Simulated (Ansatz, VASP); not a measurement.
## InAs in two plane-wave programs

Wanted: the spread between two codes on one cell, functional and k mesh. The cell is taken from a series of runs on this material, whose earlier steps may have relaxed, scaled, displaced or heated it; both programs get it as it stands.

Calculated with Ansatz 0.2.0; plane waves, with VASP 6.6.1 beside it; zone-centre phonons at LDA.

### Step 1. The structure

Symmetry: R3m, No. 160, trigonal system. The conventional cell has a = 4.090 Å, b = 4.090 Å, c = 10.712 Å, α = 90.00°, β = 90.00°, γ = 120.00°. As has 4 In at 2.56 to 2.59 Å nearest. In has 4 As at 2.56 to 2.59 Å nearest. Farther neighbours are not listed.

Coordinates:

```cif
data_structure
_symmetry_space_group_name_H-M 'R3m:H'
_symmetry_Int_Tables_number 160
_cell_length_a 4.0903
_cell_length_b 4.0903
_cell_length_c 10.7118
_cell_angle_alpha 90.000
_cell_angle_beta 90.000
_cell_angle_gamma 120.000
_cell_volume 155.20
loop_
_atom_site_label
_atom_site_type_symbol
_atom_site_symmetry_multiplicity
_atom_site_Wyckoff_symbol
_atom_site_fract_x
_atom_site_fract_y
_atom_site_fract_z
_atom_site_occupancy
As1 As 3 a 0.00000 0.00000 0.24604 1
In1 In 3 a 0.00000 0.00000 0.00396 1
```

### Step 2. VASP: zone-centre phonons, LDA

Second derivatives magnify differences that forces hide, and they need a tight electronic threshold.

Lines of VASP's logs that name or quote its potential files are left out, and so is its time.

INCAR reads:

```
SYSTEM = InAs
PREC = Accurate
ENCUT = 500
EDIFF = 1E-08
NELM = 120
ISMEAR = 0
SIGMA = 0.015
LREAL = .FALSE.
ALGO = Normal
GGA = PW92
NBANDS = 15
LORBIT = 11
LWAVE = .FALSE.
LCHARG = .FALSE.
ISIF = 2
ISYM = 2
IBRION = 8
LASPH = .TRUE.
GGA_COMPAT = .FALSE.
EFERMI = MIDGAP
KPAR = 2
```

POSCAR reads:

```
InAs
1.0
    0.1333081791      3.0255858432      3.0255858432
    3.0255858432      0.1333081791      3.0255858432
    3.0255858432      3.0255858432      0.1333081791
As In
1 1
Direct
    0.7539607440      0.7539607440      0.7539607440
    0.9960392560      0.9960392560      0.9960392560
```

KPOINTS reads:

```
Points of the shifted mesh
1728
Reciprocal
 0.0416666667  0.0416666667  0.0416666667 1
 0.0416666667  0.0416666667  0.1250000000 1
 0.0416666667  0.0416666667  0.2083333333 1
 0.0416666667  0.0416666667  0.2916666667 1
 0.0416666667  0.0416666667  0.3750000000 1
 0.0416666667  0.0416666667  0.4583333333 1
 0.0416666667  0.0416666667  0.5416666667 1
 0.0416666667  0.0416666667  0.6250000000 1
 0.0416666667  0.0416666667  0.7083333333 1
 0.0416666667  0.0416666667  0.7916666667 1
 0.0416666667  0.0416666667  0.8750000000 1
 0.0416666667  0.0416666667  0.9583333333 1
 0.0416666667  0.1250000000  0.0416666667 1
 0.0416666667  0.1250000000  0.1250000000 1
 0.0416666667  0.1250000000  0.2083333333 1
 0.0416666667  0.1250000000  0.2916666667 1
 0.0416666667  0.1250000000  0.3750000000 1
 0.0416666667  0.1250000000  0.4583333333 1
 0.0416666667  0.1250000000  0.5416666667 1
 0.0416666667  0.1250000000  0.6250000000 1
 0.0416666667  0.1250000000  0.7083333333 1
 0.0416666667  0.1250000000  0.7916666667 1
 0.0416666667  0.1250000000  0.8750000000 1
 0.0416666667  0.1250000000  0.9583333333 1
 0.0416666667  0.2083333333  0.0416666667 1
 0.0416666667  0.2083333333  0.1250000000 1
 0.0416666667  0.2083333333  0.2083333333 1
 0.0416666667  0.2083333333  0.2916666667 1
 0.0416666667  0.2083333333  0.3750000000 1
 0.0416666667  0.2083333333  0.4583333333 1
 0.0416666667  0.2083333333  0.5416666667 1
 0.0416666667  0.2083333333  0.6250000000 1
 0.0416666667  0.2083333333  0.7083333333 1
 0.0416666667  0.2083333333  0.7916666667 1
 0.0416666667  0.2083333333  0.8750000000 1
 0.0416666667  0.2083333333  0.9583333333 1
 0.0416666667  0.2916666667  0.0416666667 1
 0.0416666667  0.2916666667  0.1250000000 1
 0.0416666667  0.2916666667  0.2083333333 1
 0.0416666667  0.2916666667  0.2916666667 1
 0.0416666667  0.2916666667  0.3750000000 1
 0.0416666667  0.2916666667  0.4583333333 1
 0.0416666667  0.2916666667  0.5416666667 1
 0.0416666667  0.2916666667  0.6250000000 1
 0.0416666667  0.2916666667  0.7083333333 1
 0.0416666667  0.2916666667  0.7916666667 1
 0.0416666667  0.2916666667  0.8750000000 1
 0.0416666667  0.2916666667  0.9583333333 1
 0.0416666667  0.3750000000  0.0416666667 1
 0.0416666667  0.3750000000  0.1250000000 1
 0.0416666667  0.3750000000  0.2083333333 1
 0.0416666667  0.3750000000  0.2916666667 1
 0.0416666667  0.3750000000  0.3750000000 1
 0.0416666667  0.3750000000  0.4583333333 1
 0.0416666667  0.3750000000  0.5416666667 1
 0.0416666667  0.3750000000  0.6250000000 1
 0.0416666667  0.3750000000  0.7083333333 1
 0.0416666667  0.3750000000  0.7916666667 1
 0.0416666667  0.3750000000  0.8750000000 1
 0.0416666667  0.3750000000  0.9583333333 1
 0.0416666667  0.4583333333  0.0416666667 1
 0.0416666667  0.4583333333  0.1250000000 1
 0.0416666667  0.4583333333  0.2083333333 1
 0.0416666667  0.4583333333  0.2916666667 1
 0.0416666667  0.4583333333  0.3750000000 1
 0.0416666667  0.4583333333  0.4583333333 1
 0.0416666667  0.4583333333  0.5416666667 1
 0.0416666667  0.4583333333  0.6250000000 1
 0.0416666667  0.4583333333  0.7083333333 1
 0.0416666667  0.4583333333  0.7916666667 1
 0.0416666667  0.4583333333  0.8750000000 1
 0.0416666667  0.4583333333  0.9583333333 1
 0.0416666667  0.5416666667  0.0416666667 1
 0.0416666667  0.5416666667  0.1250000000 1
 0.0416666667  0.5416666667  0.2083333333 1
 0.0416666667  0.5416666667  0.2916666667 1
 0.0416666667  0.5416666667  0.3750000000 1
 0.0416666667  0.5416666667  0.4583333333 1
 0.0416666667  0.5416666667  0.5416666667 1
 0.0416666667  0.5416666667  0.6250000000 1
 0.0416666667  0.5416666667  0.7083333333 1
 0.0416666667  0.5416666667  0.7916666667 1
 0.0416666667  0.5416666667  0.8750000000 1
 0.0416666667  0.5416666667  0.9583333333 1
 0.0416666667  0.6250000000  0.0416666667 1
 0.0416666667  0.6250000000  0.1250000000 1
 0.0416666667  0.6250000000  0.2083333333 1
 0.0416666667  0.6250000000  0.2916666667 1
 0.0416666667  0.6250000000  0.3750000000 1
 0.0416666667  0.6250000000  0.4583333333 1
 0.0416666667  0.6250000000  0.5416666667 1
 0.0416666667  0.6250000000  0.6250000000 1
 0.0416666667  0.6250000000  0.7083333333 1
 0.0416666667  0.6250000000  0.7916666667 1
 0.0416666667  0.6250000000  0.8750000000 1
 0.0416666667  0.6250000000  0.9583333333 1
 0.0416666667  0.7083333333  0.0416666667 1
 0.0416666667  0.7083333333  0.1250000000 1
 0.0416666667  0.7083333333  0.2083333333 1
 0.0416666667  0.7083333333  0.2916666667 1
 0.0416666667  0.7083333333  0.3750000000 1
 0.0416666667  0.7083333333  0.4583333333 1
 0.0416666667  0.7083333333  0.5416666667 1
 0.0416666667  0.7083333333  0.6250000000 1
 0.0416666667  0.7083333333  0.7083333333 1
 0.0416666667  0.7083333333  0.7916666667 1
 0.0416666667  0.7083333333  0.8750000000 1
 0.0416666667  0.7083333333  0.9583333333 1
 0.0416666667  0.7916666667  0.0416666667 1
 0.0416666667  0.7916666667  0.1250000000 1
 0.0416666667  0.7916666667  0.2083333333 1
 0.0416666667  0.7916666667  0.2916666667 1
[... 1390 lines left out ...]
 0.8750000000  0.4583333333  0.1250000000 1
 0.8750000000  0.4583333333  0.2083333333 1
 0.8750000000  0.4583333333  0.2916666667 1
 0.8750000000  0.4583333333  0.3750000000 1
 0.8750000000  0.4583333333  0.4583333333 1
 0.8750000000  0.4583333333  0.5416666667 1
 0.8750000000  0.4583333333  0.6250000000 1
 0.8750000000  0.4583333333  0.7083333333 1
 0.8750000000  0.4583333333  0.7916666667 1
 0.8750000000  0.4583333333  0.8750000000 1
 0.8750000000  0.4583333333  0.9583333333 1
 0.8750000000  0.5416666667  0.0416666667 1
 0.8750000000  0.5416666667  0.1250000000 1
 0.8750000000  0.5416666667  0.2083333333 1
 0.8750000000  0.5416666667  0.2916666667 1
 0.8750000000  0.5416666667  0.3750000000 1
 0.8750000000  0.5416666667  0.4583333333 1
 0.8750000000  0.5416666667  0.5416666667 1
 0.8750000000  0.5416666667  0.6250000000 1
 0.8750000000  0.5416666667  0.7083333333 1
 0.8750000000  0.5416666667  0.7916666667 1
 0.8750000000  0.5416666667  0.8750000000 1
 0.8750000000  0.5416666667  0.9583333333 1
 0.8750000000  0.6250000000  0.0416666667 1
 0.8750000000  0.6250000000  0.1250000000 1
 0.8750000000  0.6250000000  0.2083333333 1
 0.8750000000  0.6250000000  0.2916666667 1
 0.8750000000  0.6250000000  0.3750000000 1
 0.8750000000  0.6250000000  0.4583333333 1
 0.8750000000  0.6250000000  0.5416666667 1
 0.8750000000  0.6250000000  0.6250000000 1
 0.8750000000  0.6250000000  0.7083333333 1
 0.8750000000  0.6250000000  0.7916666667 1
 0.8750000000  0.6250000000  0.8750000000 1
 0.8750000000  0.6250000000  0.9583333333 1
 0.8750000000  0.7083333333  0.0416666667 1
 0.8750000000  0.7083333333  0.1250000000 1
 0.8750000000  0.7083333333  0.2083333333 1
 0.8750000000  0.7083333333  0.2916666667 1
 0.8750000000  0.7083333333  0.3750000000 1
 0.8750000000  0.7083333333  0.4583333333 1
 0.8750000000  0.7083333333  0.5416666667 1
 0.8750000000  0.7083333333  0.6250000000 1
 0.8750000000  0.7083333333  0.7083333333 1
 0.8750000000  0.7083333333  0.7916666667 1
 0.8750000000  0.7083333333  0.8750000000 1
 0.8750000000  0.7083333333  0.9583333333 1
 0.8750000000  0.7916666667  0.0416666667 1
 0.8750000000  0.7916666667  0.1250000000 1
 0.8750000000  0.7916666667  0.2083333333 1
 0.8750000000  0.7916666667  0.2916666667 1
 0.8750000000  0.7916666667  0.3750000000 1
 0.8750000000  0.7916666667  0.4583333333 1
 0.8750000000  0.7916666667  0.5416666667 1
 0.8750000000  0.7916666667  0.6250000000 1
 0.8750000000  0.7916666667  0.7083333333 1
 0.8750000000  0.7916666667  0.7916666667 1
 0.8750000000  0.7916666667  0.8750000000 1
 0.8750000000  0.7916666667  0.9583333333 1
 0.8750000000  0.8750000000  0.0416666667 1
 0.8750000000  0.8750000000  0.1250000000 1
 0.8750000000  0.8750000000  0.2083333333 1
 0.8750000000  0.8750000000  0.2916666667 1
 0.8750000000  0.8750000000  0.3750000000 1
 0.8750000000  0.8750000000  0.4583333333 1
 0.8750000000  0.8750000000  0.5416666667 1
 0.8750000000  0.8750000000  0.6250000000 1
 0.8750000000  0.8750000000  0.7083333333 1
 0.8750000000  0.8750000000  0.7916666667 1
 0.8750000000  0.8750000000  0.8750000000 1
 0.8750000000  0.8750000000  0.9583333333 1
 0.8750000000  0.9583333333  0.0416666667 1
 0.8750000000  0.9583333333  0.1250000000 1
 0.8750000000  0.9583333333  0.2083333333 1
 0.8750000000  0.9583333333  0.2916666667 1
 0.8750000000  0.9583333333  0.3750000000 1
 0.8750000000  0.9583333333  0.4583333333 1
 0.8750000000  0.9583333333  0.5416666667 1
 0.8750000000  0.9583333333  0.6250000000 1
 0.8750000000  0.9583333333  0.7083333333 1
 0.8750000000  0.9583333333  0.7916666667 1
 0.8750000000  0.9583333333  0.8750000000 1
 0.8750000000  0.9583333333  0.9583333333 1
 0.9583333333  0.0416666667  0.0416666667 1
 0.9583333333  0.0416666667  0.1250000000 1
 0.9583333333  0.0416666667  0.2083333333 1
 0.9583333333  0.0416666667  0.2916666667 1
 0.9583333333  0.0416666667  0.3750000000 1
 0.9583333333  0.0416666667  0.4583333333 1
 0.9583333333  0.0416666667  0.5416666667 1
 0.9583333333  0.0416666667  0.6250000000 1
 0.9583333333  0.0416666667  0.7083333333 1
 0.9583333333  0.0416666667  0.7916666667 1
 0.9583333333  0.0416666667  0.8750000000 1
 0.9583333333  0.0416666667  0.9583333333 1
 0.9583333333  0.1250000000  0.0416666667 1
 0.9583333333  0.1250000000  0.1250000000 1
 0.9583333333  0.1250000000  0.2083333333 1
 0.9583333333  0.1250000000  0.2916666667 1
 0.9583333333  0.1250000000  0.3750000000 1
 0.9583333333  0.1250000000  0.4583333333 1
 0.9583333333  0.1250000000  0.5416666667 1
 0.9583333333  0.1250000000  0.6250000000 1
 0.9583333333  0.1250000000  0.7083333333 1
 0.9583333333  0.1250000000  0.7916666667 1
 0.9583333333  0.1250000000  0.8750000000 1
 0.9583333333  0.1250000000  0.9583333333 1
 0.9583333333  0.2083333333  0.0416666667 1
 0.9583333333  0.2083333333  0.1250000000 1
 0.9583333333  0.2083333333  0.2083333333 1
 0.9583333333  0.2083333333  0.2916666667 1
 0.9583333333  0.2083333333  0.3750000000 1
 0.9583333333  0.2083333333  0.4583333333 1
 0.9583333333  0.2083333333  0.5416666667 1
 0.9583333333  0.2083333333  0.6250000000 1
 0.9583333333  0.2083333333  0.7083333333 1
 0.9583333333  0.2083333333  0.7916666667 1
 0.9583333333  0.2083333333  0.8750000000 1
 0.9583333333  0.2083333333  0.9583333333 1
 0.9583333333  0.2916666667  0.0416666667 1
 0.9583333333  0.2916666667  0.1250000000 1
 0.9583333333  0.2916666667  0.2083333333 1
 0.9583333333  0.2916666667  0.2916666667 1
 0.9583333333  0.2916666667  0.3750000000 1
 0.9583333333  0.2916666667  0.4583333333 1
 0.9583333333  0.2916666667  0.5416666667 1
 0.9583333333  0.2916666667  0.6250000000 1
 0.9583333333  0.2916666667  0.7083333333 1
 0.9583333333  0.2916666667  0.7916666667 1
 0.9583333333  0.2916666667  0.8750000000 1
 0.9583333333  0.2916666667  0.9583333333 1
 0.9583333333  0.3750000000  0.0416666667 1
 0.9583333333  0.3750000000  0.1250000000 1
 0.9583333333  0.3750000000  0.2083333333 1
 0.9583333333  0.3750000000  0.2916666667 1
 0.9583333333  0.3750000000  0.3750000000 1
 0.9583333333  0.3750000000  0.4583333333 1
 0.9583333333  0.3750000000  0.5416666667 1
 0.9583333333  0.3750000000  0.6250000000 1
 0.9583333333  0.3750000000  0.7083333333 1
 0.9583333333  0.3750000000  0.7916666667 1
 0.9583333333  0.3750000000  0.8750000000 1
 0.9583333333  0.3750000000  0.9583333333 1
 0.9583333333  0.4583333333  0.0416666667 1
 0.9583333333  0.4583333333  0.1250000000 1
 0.9583333333  0.4583333333  0.2083333333 1
 0.9583333333  0.4583333333  0.2916666667 1
 0.9583333333  0.4583333333  0.3750000000 1
 0.9583333333  0.4583333333  0.4583333333 1
 0.9583333333  0.4583333333  0.5416666667 1
 0.9583333333  0.4583333333  0.6250000000 1
 0.9583333333  0.4583333333  0.7083333333 1
 0.9583333333  0.4583333333  0.7916666667 1
 0.9583333333  0.4583333333  0.8750000000 1
 0.9583333333  0.4583333333  0.9583333333 1
 0.9583333333  0.5416666667  0.0416666667 1
 0.9583333333  0.5416666667  0.1250000000 1
 0.9583333333  0.5416666667  0.2083333333 1
 0.9583333333  0.5416666667  0.2916666667 1
 0.9583333333  0.5416666667  0.3750000000 1
 0.9583333333  0.5416666667  0.4583333333 1
 0.9583333333  0.5416666667  0.5416666667 1
 0.9583333333  0.5416666667  0.6250000000 1
 0.9583333333  0.5416666667  0.7083333333 1
 0.9583333333  0.5416666667  0.7916666667 1
 0.9583333333  0.5416666667  0.8750000000 1
 0.9583333333  0.5416666667  0.9583333333 1
 0.9583333333  0.6250000000  0.0416666667 1
 0.9583333333  0.6250000000  0.1250000000 1
 0.9583333333  0.6250000000  0.2083333333 1
 0.9583333333  0.6250000000  0.2916666667 1
 0.9583333333  0.6250000000  0.3750000000 1
 0.9583333333  0.6250000000  0.4583333333 1
 0.9583333333  0.6250000000  0.5416666667 1
 0.9583333333  0.6250000000  0.6250000000 1
 0.9583333333  0.6250000000  0.7083333333 1
 0.9583333333  0.6250000000  0.7916666667 1
 0.9583333333  0.6250000000  0.8750000000 1
 0.9583333333  0.6250000000  0.9583333333 1
 0.9583333333  0.7083333333  0.0416666667 1
 0.9583333333  0.7083333333  0.1250000000 1
 0.9583333333  0.7083333333  0.2083333333 1
 0.9583333333  0.7083333333  0.2916666667 1
 0.9583333333  0.7083333333  0.3750000000 1
 0.9583333333  0.7083333333  0.4583333333 1
 0.9583333333  0.7083333333  0.5416666667 1
 0.9583333333  0.7083333333  0.6250000000 1
 0.9583333333  0.7083333333  0.7083333333 1
 0.9583333333  0.7083333333  0.7916666667 1
 0.9583333333  0.7083333333  0.8750000000 1
 0.9583333333  0.7083333333  0.9583333333 1
 0.9583333333  0.7916666667  0.0416666667 1
 0.9583333333  0.7916666667  0.1250000000 1
 0.9583333333  0.7916666667  0.2083333333 1
 0.9583333333  0.7916666667  0.2916666667 1
 0.9583333333  0.7916666667  0.3750000000 1
 0.9583333333  0.7916666667  0.4583333333 1
 0.9583333333  0.7916666667  0.5416666667 1
 0.9583333333  0.7916666667  0.6250000000 1
 0.9583333333  0.7916666667  0.7083333333 1
 0.9583333333  0.7916666667  0.7916666667 1
 0.9583333333  0.7916666667  0.8750000000 1
 0.9583333333  0.7916666667  0.9583333333 1
 0.9583333333  0.8750000000  0.0416666667 1
 0.9583333333  0.8750000000  0.1250000000 1
 0.9583333333  0.8750000000  0.2083333333 1
 0.9583333333  0.8750000000  0.2916666667 1
 0.9583333333  0.8750000000  0.3750000000 1
 0.9583333333  0.8750000000  0.4583333333 1
 0.9583333333  0.8750000000  0.5416666667 1
 0.9583333333  0.8750000000  0.6250000000 1
 0.9583333333  0.8750000000  0.7083333333 1
 0.9583333333  0.8750000000  0.7916666667 1
 0.9583333333  0.8750000000  0.8750000000 1
 0.9583333333  0.8750000000  0.9583333333 1
 0.9583333333  0.9583333333  0.0416666667 1
 0.9583333333  0.9583333333  0.1250000000 1
 0.9583333333  0.9583333333  0.2083333333 1
 0.9583333333  0.9583333333  0.2916666667 1
 0.9583333333  0.9583333333  0.3750000000 1
 0.9583333333  0.9583333333  0.4583333333 1
 0.9583333333  0.9583333333  0.5416666667 1
 0.9583333333  0.9583333333  0.6250000000 1
 0.9583333333  0.9583333333  0.7083333333 1
 0.9583333333  0.9583333333  0.7916666667 1
 0.9583333333  0.9583333333  0.8750000000 1
 0.9583333333  0.9583333333  0.9583333333 1
```

Potentials, in the order of the species: As and In_d (LDA family, release 64).

On the command line:

```console
mpirun -np 2 vasp_std
```

Numbers of over 12 decimals in the logs are rounded to 6 here.

Log:

```text
[banner, memory and clock lines left out]
running    2 mpi-ranks, on    1 nodes
[...]
|                                                                             |
|               ----> ADVICE to this user running VASP <----                  |
|                                                                             |
|     You enforced a specific xc type in the INCAR file but a different       |
|     [... a line on the potential file left out ...]
|     I HOPE YOU KNOW WHAT YOU ARE DOING!                                     |
|                                                                             |

 LDA part: xc-table for (Slater(with rela. corr.)+PW92), standard interpolation
 POSCAR, INCAR and KPOINTS ok, starting setup
[...]
entering main loop
       N       E                     dE             d eps       ncg     rms          rms(c)
DAV:   1     0.112824824431E+03    0.11282E+03   -0.82758E+03 52088   0.129E+03
DAV:   2    -0.150684474329E+01   -0.11433E+03   -0.11001E+03 56215   0.306E+02
DAV:   3    -0.909538778905E+01   -0.75885E+01   -0.75428E+01 66779   0.798E+01
DAV:   4    -0.928744021525E+01   -0.19205E+00   -0.19200E+00 63537   0.140E+01
DAV:   5    -0.929609798551E+01   -0.86578E-02   -0.86576E-02 78260   0.257E+00    0.522E+00
DAV:   6    -0.899652560161E+01    0.29957E+00   -0.40124E-01 82438   0.119E+01    0.288E+00
DAV:   7    -0.895066887574E+01    0.45857E-01   -0.13337E-01 71901   0.357E+00    0.695E-01
DAV:   8    -0.894738590778E+01    0.32830E-02   -0.14558E-02 67098   0.147E+00    0.284E-01
[...]
DAV:  12    -0.894722505499E+01    0.25863E-05   -0.68405E-06 72083   0.342E-02    0.628E-03
DAV:  13    -0.894722516222E+01   -0.10723E-06   -0.10026E-06 65035   0.680E-03    0.235E-03
DAV:  14    -0.894722514687E+01    0.15349E-07   -0.69775E-08 62200   0.184E-03    0.133E-03
DAV:  15    -0.894722514659E+01    0.28035E-09   -0.52925E-09 40340   0.992E-04
   1 F= -.89472251E+01 E0= -.89472251E+01  d E =-.175725E-20
 Linear response reoptimize wavefunctions to high precision
DAV:   1    -0.894722514648E+01    0.10550E-09   -0.23859E-09 58850   0.424E-04
DAV:   2    -0.894722514651E+01   -0.22510E-10   -0.25499E-10 32514   0.150E-04
 Linear response DOF=           2
 Linear response progress:
  Degree of freedom:   1/  2
       N       E                     dE             d eps       ncg     rms          rms(c)
RMM:   1    -0.476495135507E-01   -0.47650E-01    0.63393E-02109086   0.167E+00
RMM:   2    -0.453597732259E-01    0.22897E-02    0.13296E-03 81544   0.619E-01    0.117E-01
RMM:   3    -0.460785199823E-01   -0.71875E-03   -0.21143E-03 94890   0.263E-01    0.502E-02
RMM:   4    -0.462627413839E-01   -0.18422E-03   -0.16407E-04 96829   0.877E-02    0.111E-02
RMM:   5    -0.462951426420E-01   -0.32401E-04   -0.20032E-05101531   0.329E-02    0.526E-03
RMM:   6    -0.462795912464E-01    0.15551E-04   -0.21982E-06 98704   0.897E-03    0.174E-03
RMM:   7    -0.462786122999E-01    0.97895E-06   -0.24765E-07107495   0.298E-03    0.131E-03
RMM:   8    -0.462786288928E-01   -0.16593E-07   -0.52051E-08101396   0.120E-03    0.858E-04
RMM:   9    -0.462790407321E-01   -0.41184E-06   -0.57344E-09 99911   0.446E-04    0.155E-04
RMM:  10    -0.462791855283E-01   -0.14480E-06    0.59610E-08106408   0.181E-04    0.105E-04
RMM:  11    -0.462791811406E-01    0.43877E-08   -0.69919E-08113129   0.723E-05    0.225E-05
 first order change of Fermi-energy   0.34151E+00
 force on displaced ion       1 direction 1 :  -8.859   0.060   0.060
 Linear response progress:
  Degree of freedom:   2/  2
       N       E                     dE             d eps       ncg     rms          rms(c)
RMM:   1    -0.234915881326E+00   -0.23492E+00   -0.67142E-02 69901   0.507E+00
RMM:   2    -0.237555788998E+00   -0.26399E-02   -0.15235E-02 88426   0.111E+00    0.829E-02
RMM:   3    -0.237563165020E+00   -0.73760E-05   -0.17619E-03 95687   0.344E-01    0.413E-02
RMM:   4    -0.237407002497E+00    0.15616E-03   -0.16061E-04 97820   0.113E-01    0.215E-02
RMM:   5    -0.237377563720E+00    0.29439E-04   -0.25241E-05102759   0.424E-02    0.758E-03
RMM:   6    -0.237381494222E+00   -0.39305E-05   -0.64190E-07103225   0.144E-02    0.195E-03
RMM:   7    -0.237390808139E+00   -0.93139E-05   -0.31655E-07101883   0.442E-03    0.764E-04
RMM:   8    -0.237389621992E+00    0.11861E-05    0.52024E-07103111   0.190E-03    0.359E-04
RMM:   9    -0.237388446771E+00    0.11752E-05    0.25543E-07104385   0.874E-04    0.873E-05
RMM:  10    -0.237388414352E+00    0.32420E-07    0.27208E-07109705   0.380E-04    0.383E-05
RMM:  11    -0.237388454877E+00   -0.40526E-07    0.27906E-07106614   0.179E-04    0.154E-05
RMM:  12    -0.237388520829E+00   -0.65952E-07    0.18188E-07107481   0.996E-05    0.102E-05
RMM:  13    -0.237388526899E+00   -0.60699E-08    0.10861E-07113407   0.562E-05    0.533E-06
RMM:  14    -0.237388527765E+00   -0.86621E-09    0.77334E-08111282   0.340E-05    0.848E-07
 first order change of Fermi-energy  -0.34153E+00
 force on displaced ion       2 direction 1 :  -8.843   0.055   0.055
 Linear response finished
```

(Continued in part 2 of 2.)

[Lines on the potential files, build, host, timing and source positions are cut from VASP's logs without a mark.]

[Logs are printed without paths, hosts, clocks, repeated set-up lines and the standing remarks that a program may print on its own settings, such as how far it seeks lower states.]

[Hosts, paths, dates, database ids (printed as entryN), source tags and the programs' standing remarks are cut or masked in the printed files.]
